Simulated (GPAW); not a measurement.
# Ta2H (C222) in GPAW: convergence with k mesh

Aim: find how far k mesh must go before the results for Ta2H settle, at PBEsol. This setting moves, with any that are tied to it; all else stays.

Everything below comes from runs of GPAW 26.7.0. Logs are shortened: lines on timing, memory, paths and dates and some standing lists are left out, and cuts for length are marked. The log counts tension as positive stress, the text compression.

### 1 The crystal as given

Symmetry: C222, No. 21, orthorhombic system. The conventional cell has a = 3.441 Å, b = 4.743 Å, c = 4.759 Å, α = 90.00°, β = 90.00°, γ = 90.00°. Around Ta (site symmetry 2) lie 2 H at 1.93 Å. H (site symmetry 222) has 4 Ta at 1.93 Å as nearest neighbours.

The cell comes from a database or a generator and needn't be the stable form of this composition.

### 2 With k mesh 2 × 2 × 2

File run.py:

```python
from ase.dft.bandgap import bandgap
from ase.io import read, write
from ase.units import GPa
from gpaw import GPAW, PW, setup_paths

setup_paths.insert(0, '.')

atoms = read('Ta2H.xyz')

calc = GPAW(mode=PW(600),
            xc='PBEsol',
            kpts={'size': (2, 2, 2), 'gamma': True},
            occupations={'name': 'fermi-dirac', 'width': 0.05},
            nbands=27,
            convergence={'density': 1e-05, 'energy': 1e-05},
            maxiter=100,
            txt='gpaw.txt')
atoms.calc = calc
energy = atoms.get_potential_energy()
forces = atoms.get_forces()
stress = atoms.get_stress()
calc.write('gs.gpw')
write('result.traj', atoms)
print(f'Energy: {energy:.6f} eV')
print('Forces (eV/A):')
print(forces.round(4))
print('Stress (GPa):', (stress / GPa).round(3))
print('Fermi level:', round(calc.get_fermi_level(), 4), 'eV')
print(f'Gap: {bandgap(calc)[0]:.4f} eV, direct: {bandgap(calc, direct=True)[0]:.4f} eV')
```

File Ta2H.xyz:

```xyz
3
Lattice="1.7204951073 -2.3714690318 0.0000000000 1.7204951073 2.3714690318 0.0000000000 0.0000000000 0.0000000000 4.7585693900" Properties=species:S:1:pos:R:3 pbc="T T T"
Ta     0.8602475536     -1.1857345159      3.4995957810
Ta     0.8602475536      1.1857345159      1.2589736090
H      0.0000000000      0.0000000000      0.0000000000
```

Potentials or basis: PAW data sets generated in the run's folder for this functional, pw.

On the command line:

```bash
$ gpaw-setup -f PBEsol H Ta
$ OMP_NUM_THREADS=1 python run.py
```

gpaw.txt:

```text
__  _  _
 | _ |_)|_||  |
 |__||  | ||/\| - 26.7.0

Input parameters:
  mode=PW(ecut=600.0),
  convergence={'density': 1e-05, 'energy': 1e-05},
  kpts=MonkhorstPack(size=(2, 2, 2), gamma=True),
  maxiter=100,
  nbands=27,
  occupations=Occupations(name='fermi-dirac', width=0.05),
  xc=XC(name='PBEsol')

Diagonalizing LCAO Hamiltonian
Converting LCAO to pw mode

         Ta
           Ta

        H

Atoms  # Å, Bohr magnetons
|   | symbol |        x |         y |        z |    initial magnetic moments |
|---|--------|----------|-----------|----------|-----------------------------|
| 0 |     Ta | 0.860248 | -1.185735 | 3.499596 | ( 0.0000,  0.0000,  0.0000) |
| 1 |     Ta | 0.860248 |  1.185735 | 1.258974 | ( 0.0000,  0.0000,  0.0000) |
| 2 |      H | 0.000000 |  0.000000 | 0.000000 | ( 0.0000,  0.0000,  0.0000) |

Unit cell  # Å
| periodic |        x |         y |        z |  lengths |     angles |
|----------|----------|-----------|----------|----------|------------|
|      yes | 1.720495 | -2.371469 | 0.000000 | 2.929841 |  90.000000 |
|      yes | 1.720495 |  2.371469 | 0.000000 | 2.929841 |  90.000000 |
|      yes | 0.000000 |  0.000000 | 4.758569 | 4.758569 | 108.078409 |

Number of symmetries: 4
Symmetry operations  # r_c * U_cc + t_c -> r_c
|   | kind |            matrix            |
|---|------|------------------------------|
| 0 |  E   |  1, 0, 0,  0, 1, 0,  0, 0, 1 |
| 1 |  C2  |  0, 1, 0,  1, 0, 0,  0, 0,-1 |
| 2 |  C2  |  0,-1, 0, -1, 0, 0,  0, 0,-1 |
| 3 |  C2  | -1, 0, 0,  0,-1, 0,  0, 0, 1 |

BZ-sampling:
  Number of BZ points: 8
  Number of IBZ points: 6

  Monkhorst-Pack size: [2, 2, 2]
  Monkhorst-Pack shift: [0.25, 0.25, 0.25]

K-points  # in reciprocal-cell coordinates
|   |                                coordinates |     weight |
|---|--------------------------------------------|------------|
| 0 | (  0.00000000,   0.00000000,   0.00000000) | 0.12500000 |
| 1 | (  0.00000000,   0.00000000,   0.50000000) | 0.12500000 |
[... 76 lines left out ...]
Reference energy: -848104.525031  # eV

eigensolver:
  PPCG
  Converge bands: occupied
  niter=2

density mixing:
  MSR1-Mixer
  Pratt-step length: 0.05
  Maximum mixing coefficient: 0.75
  Old densities: 10
  SVD Regularization: 0.005
  Good broyden scale: 1.0
  Trust region scale: 1.0
  Backstep threshold: 4.0
  History deletion threshold: 6.0
  Fourier metric: weight=20.0, sigma=0.015

occupation numbers:
  Fermi-Dirac:
    width: 0.0500  # eV

poisson solver:
  ecut: 4800.0  # eV

xc functional:
  name: PBEsol with 2 nearest neighbor stencil

convergence criteria:
- Maximum integral of absolute [dens]ity change: 1e-05 electrons / valence electron
- Maximum [total energy] change in last 3 cyles: 1e-05 eV / valence electron
- Maximum integral of absolute [eigenst]ate change: 4e-08 eV^2 / valence electron
maximum number of iterations: 100

SCF iterations
|iter     | |      energy | eigst |  dens |
|---------|-|-------------|-------|-------|
|iter:   1| |  -26.357213 | +0.01 |       |
|iter:   2| |  -26.257608 | -2.75 | -1.20 |
|iter:   3| |  -25.759698 | -1.51 | -1.23 |
|iter:   4| |  -25.765872 | -2.79 | -1.86 |
|iter:   5| |  -25.763189 | -3.55 | -2.19 |
|iter:   6| |  -25.763470 | -4.25 | -2.46 |
|iter:   7| |  -25.763481 | -6.36 | -3.57 |
|iter:   8| |  -25.763482c| -7.69c| -4.18 |
|iter:   9| |  -25.763482c| -8.20c| -4.83 |
|iter:  10| |  -25.763482c| -8.91c| -5.45c|

Converged in 10 steps
Energy contributions relative to reference atoms: (reference = -848104.525031)

Energy contributions:
  Kinetic:           6.889511
  Coulomb:          -9.235809
  Zero:             -0.521465
  External:          0.000000
  Xc:              -22.883231
  Entropy:          -0.024977
  Spinorbit:         0.000000
  ----------------------------
  Free energy:     -25.775971
  Extrapolated:    -25.763482

dipole moment: (10.675874, 0.000000, -2.335355)  # |e|*Ang

Fermi level: 11.597
Eigenvalues  # (at kpt = [0.000, 0.000, 0.000])
| band index |      eig [eV] | occ [0-2] |
|------------|---------------|-----------|
|          0 |       -55.942 |     2.000 |
|        ... |               |           |
|          6 |       -22.198 |     2.000 |
|          7 |       -22.180 |     2.000 |
|          8 |         1.556 |     2.000 |
|          9 |         6.770 |     2.000 |
|         10 |         8.139 |     2.000 |
|         11 |        10.666 |     2.000 |
[... 8 lines left out ...]
|         20 |        20.832 |     0.000 |
|         21 |        21.057 |     0.000 |
|        ... |               |           |
|         26 |        30.812 |     0.000 |

No gap
No difference between direct/indirect transitions

Forces  # eV/Ang
|       x |        y |        z |
|---------|----------|----------|
| 0.00000 | -0.00000 | -0.66052 |  # Ta   0
| 0.00000 |  0.00000 |  0.66052 |  # Ta   1
| 0.00000 |  0.00000 |  0.00000 |  # H    2

Stress tensor  # eV/Ang^3
|         x |         y |         z |
|-----------|-----------|-----------|
|  0.048031 | -0.000000 |  0.000000 |
| -0.000000 |  0.283430 |  0.000000 |
|  0.000000 |  0.000000 | -0.151501 |

# Writing to gs.gpw (mode='')
```

stdout:

```text
Energy: -25.763482 eV
Forces (eV/A):
[[ 0.     -0.     -0.6605]
 [ 0.      0.      0.6605]
 [ 0.      0.      0.    ]]
Stress (GPa): [  7.695  45.411 -24.273   0.      0.     -0.   ]
Fermi level: 11.5968 eV
Gap: 0.0000 eV, direct: 0.0000 eV
```

Run time: 8.6 s. Hardware: 1 thread of Arm Neoverse V2, shared host; peak memory 0.15 GiB.

Results:

| Item | Value |
| --- | --- |
| Free energy | -25.7760 eV |
| Pressure | -9.6 GPa |
| Largest force | 0.661 eV/Å |
| Band gap on the k mesh | none (metal or under the smearing width) |

### 3 With k mesh 3 × 3 × 2

Changes to run.py since step 2:

```diff
@@ -11,3 +11,3 @@
             xc='PBEsol',
-            kpts={'size': (2, 2, 2), 'gamma': True},
+            kpts={'size': (3, 3, 2), 'gamma': True},
             occupations={'name': 'fermi-dirac', 'width': 0.05},
```

Ta2H.xyz is that of step 2.

Potentials or basis: PAW data sets generated in the run's folder for this functional, pw.

On the command line:

```bash
$ gpaw-setup -f PBEsol H Ta
$ OMP_NUM_THREADS=1 python run.py
```

Run time: 9.9 s. Hardware: 1 thread of Arm Neoverse V2, shared host; peak memory 0.15 GiB.

Results:

- Free energy: -25.3974 eV
- Pressure: -4.2 GPa
- Largest force: 0.215 eV/Å
- Band gap on the k mesh: none (metal or under the smearing width)

### 4 With k mesh 4 × 4 × 3

Changes to run.py since step 3:

```diff
@@ -11,3 +11,3 @@
             xc='PBEsol',
-            kpts={'size': (3, 3, 2), 'gamma': True},
+            kpts={'size': (4, 4, 3), 'gamma': True},
             occupations={'name': 'fermi-dirac', 'width': 0.05},
```

Ta2H.xyz is that of step 3.

On the command line:

```bash
$ gpaw-setup -f PBEsol H Ta
$ OMP_NUM_THREADS=1 python run.py
```

Wall time 13 s (1 thread of Arm Neoverse V2, shared host); peak memory 0.15 GiB.

What came out:

| Property | Result |
| --- | --- |
| Free energy | -25.0527 eV |
| Pressure | -4.2 GPa |
| Largest force | 0.078 eV/Å |
| Band gap on the k mesh | none (metal or under the smearing width) |

### 5 With k mesh 5 × 5 × 3

Changes to run.py since step 4:

```diff
@@ -11,3 +11,3 @@
             xc='PBEsol',
-            kpts={'size': (4, 4, 3), 'gamma': True},
+            kpts={'size': (5, 5, 3), 'gamma': True},
             occupations={'name': 'fermi-dirac', 'width': 0.05},
```

Ta2H.xyz is that of step 4.

On the command line:

```bash
$ gpaw-setup -f PBEsol H Ta
$ OMP_NUM_THREADS=1 python run.py
```

It took 16 s on 1 thread of Arm Neoverse V2, shared host; peak memory 0.15 GiB.

Results (log left out):

| Item | Value |
| --- | --- |
| Free energy | -25.0800 eV |
| Pressure | -3.2 GPa |
| Largest force | 0.046 eV/Å |
| Band gap on the k mesh | none (metal or under the smearing width) |

### 6 With k mesh 6 × 6 × 4

Changes to run.py since step 5:

```diff
@@ -11,3 +11,3 @@
             xc='PBEsol',
-            kpts={'size': (5, 5, 3), 'gamma': True},
+            kpts={'size': (6, 6, 4), 'gamma': True},
             occupations={'name': 'fermi-dirac', 'width': 0.05},
```

Ta2H.xyz is that of step 5.

Potentials or basis: PAW data sets generated in the run's folder for this functional, pw.

On the command line:

```bash
$ gpaw-setup -f PBEsol H Ta
$ OMP_NUM_THREADS=1 python run.py
```

Run time: 28 s. Hardware: 1 thread of Arm Neoverse V2, shared host; peak memory 0.17 GiB.

The run converged. Its results:

```
Free energy            : -25.1566 eV
Pressure               : -3.8 GPa
Band gap on the k mesh : none (metal or under the smearing width)
```

### 7 With k mesh 7 × 7 × 4

Changes to run.py since step 6:

```diff
@@ -11,3 +11,3 @@
             xc='PBEsol',
-            kpts={'size': (6, 6, 4), 'gamma': True},
+            kpts={'size': (7, 7, 4), 'gamma': True},
             occupations={'name': 'fermi-dirac', 'width': 0.05},
```

Ta2H.xyz is that of step 6.

On the command line:

```bash
$ gpaw-setup -f PBEsol H Ta
$ OMP_NUM_THREADS=1 python run.py
```

Wall time 32 s (1 thread of Arm Neoverse V2, shared host); peak memory 0.17 GiB.

The run converged. Its results:

- Free energy: -25.1814 eV
- Pressure: -3.8 GPa
- Largest force: 0.017 eV/Å
- Band gap on the k mesh: none (metal or under the smearing width)

### 8 With k mesh 9 × 9 × 5

Changes to run.py since step 7:

```diff
@@ -11,3 +11,3 @@
             xc='PBEsol',
-            kpts={'size': (7, 7, 4), 'gamma': True},
+            kpts={'size': (9, 9, 5), 'gamma': True},
             occupations={'name': 'fermi-dirac', 'width': 0.05},
```

Ta2H.xyz is that of step 7.

On the command line:

```bash
$ gpaw-setup -f PBEsol H Ta
$ OMP_NUM_THREADS=1 python run.py
```

It took 48 s on 1 thread of Arm Neoverse V2, shared host; peak memory 0.19 GiB.

The run converged. Its results:

```
Free energy            : -25.1554 eV
Pressure               : -3.8 GPa
Band gap on the k mesh : none (metal or under the smearing width)
```

### 9 With k mesh 10 × 10 × 6

Changes to run.py since step 8:

```diff
@@ -11,3 +11,3 @@
             xc='PBEsol',
-            kpts={'size': (9, 9, 5), 'gamma': True},
+            kpts={'size': (10, 10, 6), 'gamma': True},
             occupations={'name': 'fermi-dirac', 'width': 0.05},
```

Ta2H.xyz is that of step 8.

Potentials or basis: PAW data sets generated in the run's folder for this functional, pw.

On the command line:

```bash
$ gpaw-setup -f PBEsol H Ta
$ OMP_NUM_THREADS=1 python run.py
```

Wall time 76 s (1 thread of Arm Neoverse V2, shared host); peak memory 0.23 GiB.

Results (log left out):

| Item | Value |
| --- | --- |
| Free energy | -25.1596 eV |
| Pressure | -3.9 GPa |
| Largest force | 0.027 eV/Å |
| Band gap on the k mesh | none (metal or under the smearing width) |

### 10 With k mesh 13 × 13 × 8

Changes to run.py since step 9:

```diff
@@ -11,3 +11,3 @@
             xc='PBEsol',
-            kpts={'size': (10, 10, 6), 'gamma': True},
+            kpts={'size': (13, 13, 8), 'gamma': True},
             occupations={'name': 'fermi-dirac', 'width': 0.05},
```

Ta2H.xyz is that of step 9.

On the command line:

```bash
$ gpaw-setup -f PBEsol H Ta
$ OMP_NUM_THREADS=1 python run.py
```

It took 2.5 min on 1 thread of Arm Neoverse V2, shared host; peak memory 0.34 GiB.

The run converged. Its results:

```yaml
Free_energy: -25.1609 eV
Pressure: -3.9 GPa
Largest_force: 0.023 eV/Å
Band_gap_on_the_k_mesh: none (metal or under the smearing width)
```

### 11 Summary

```tsv
k mesh	energy less the tightest run, at zero smearing (meV/atom)	pressure (GPa)	largest force (eV/Å)	SCF cycles	CPU time (s)	peak memory (GiB)
2 × 2 × 2	-203.02	-9.61	0.661	10	8.6	0.15
3 × 3 × 2	-78.46	-4.20	0.215	10	9.9	0.15
4 × 4 × 3	35.96	-4.23	0.078	10	13	0.15
5 × 5 × 3	28.57	-3.24	0.046	10	16	0.15
6 × 6 × 4	1.93	-3.75	0.001	10	28	0.17
7 × 7 × 4	-6.76	-3.85	0.017	10	32	0.17
9 × 9 × 5	2.14	-3.79	0.002	10	48	0.19
10 × 10 × 6	0.69	-3.89	0.027	10	76	0.23
13 × 13 × 8	0.00	-3.89	0.023	10	150	0.34
```

Against the tightest run, the energy stays within 1 meV/atom from 10 × 10 × 6 on; the pressure stays within 0.1 GPa from 7 × 7 × 4 on; the largest force stays within 0.005 eV/Å from 10 × 10 × 6 on. Meshes of other sizes hit other points, so gaps and Fermi surfaces needn't settle smoothly. The tightest run that finished is the yardstick and may itself not be fully converged.
